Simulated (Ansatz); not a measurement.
**Elastic constants of CaO: input and output**

Method: DFT PBE, scalar-relativistic, plane waves, PAW (Ansatz 0.2.0).

Launched with:
```bash
ansatz run input.yaml --threads 1 --pin off --max-ram 3072MiB --backend cpu --events-out ev --progress --plain --runs-dir out
```

Input (bare energies are in eV):
```yaml
crystal:
  lattice:
    - [0.0, 2.4154723971, 2.4154723971]
    - [2.4154723971, 0.0, 2.4154723971]
    - [2.4154723971, 2.4154723971, 0.0]
  atoms:
    - { symbol: Ca, position: [0.0, 0.0, 0.0] }
    - { symbol: O, position: [0.5, 0.5, 0.5] }
basis:
  ecutwfc: 420
kpoints:
  mp_grid: { grid: [8, 8, 8] }
hamiltonian:
  xc: pbe
scf:
  occupations: { method: fixed }
output:
  forces: true
  stress: true
  eigenvalues: true
elastic:
  mode: relaxed_ion
  stencil: two_point
```

From the output:
```
--- Elastic constants: 2 strain directions × 2 members + reference (group order 48) ---
  dense FFT box of the reference and of every strained cell: 24×24×24
  strains applied: 11, 23; error gains: componentwise 1.00 (the most a stress slope's error grows in a printed constant), spectral 1.73 (1 for all six strains in a standard setting)
  C = ∂σ_k/∂η_j (tension-positive GPa; Voigt order 11 22 33 23 13 12):
       201.077     57.492     57.492      0.000      0.000      0.000
        57.492    201.077     57.492      0.000      0.000      0.000
        57.492     57.492    201.077      0.000     -0.000     -0.000
         0.000     -0.000     -0.000     75.746     -0.000     -0.000
         0.000     -0.000     -0.000      0.000     75.746      0.000
        -0.000      0.000     -0.000     -0.000     -0.000     75.746
  reference stress σ⁰ (GPa):      0.008      0.008      0.008     -0.000      0.000     -0.000
  C* (energy form; C + prestress term) asymmetry max|C*_kj − C*_jk| = 2.132e-14 GPa — a small one proves nothing (zero by symmetry where the batch's group is 432, −43m or m−3m); a large one is finite-difference/SCF noise where every solve ...
  moduli (Voigt/Reuss/Hill, GPa): K = 105.35/105.35/105.35   G = 74.16/74.11/74.14   E = 180.16   ν = 0.215
  mechanically stable: yes (min eigenvalue of sym C = 75.75 GPa)
  strain η (Voigt 11):  stress-route row diagonal C_11 = 201.08 GPa, energy-path curvature d²(F+E_count+ΔE)/dδ²/Ω₀ = 202.44 GPa
         δ    σ_11 (GPa) F (eV) n_scf n_hpsi n_pw
    -2.000e-3      -0.4000       -2387.7227275       9   14298    568   relax 0 steps, max|allowed force component| 8.38e-31 eV/Å
     2.000e-3       0.4043       -2387.7227473       7   12424    568   relax 0 steps, max|allowed force component| 1.97e-30 eV/Å
  strain η (Voigt 23):  stress-route row diagonal C_44 = 75.75 GPa, energy-path curvature d²(F+E_count+ΔE)/dδ²/Ω₀ = 76.80 GPa
         δ    σ_23 (GPa) F (eV) n_scf n_hpsi n_pw
    -2.000e-3      -0.1515       -2387.7227785       8   21984    568   relax 0 steps, max|allowed force component| 2.68e-29 eV/Å
     2.000e-3       0.1515       -2387.7227785       7   18658    568   relax 0 steps, max|allowed force component| 7.79e-30 eV/Å
```

The run took 6.3 s on 1 thread of Arm Neoverse V2, on a shared host, peak memory 0.3 GiB.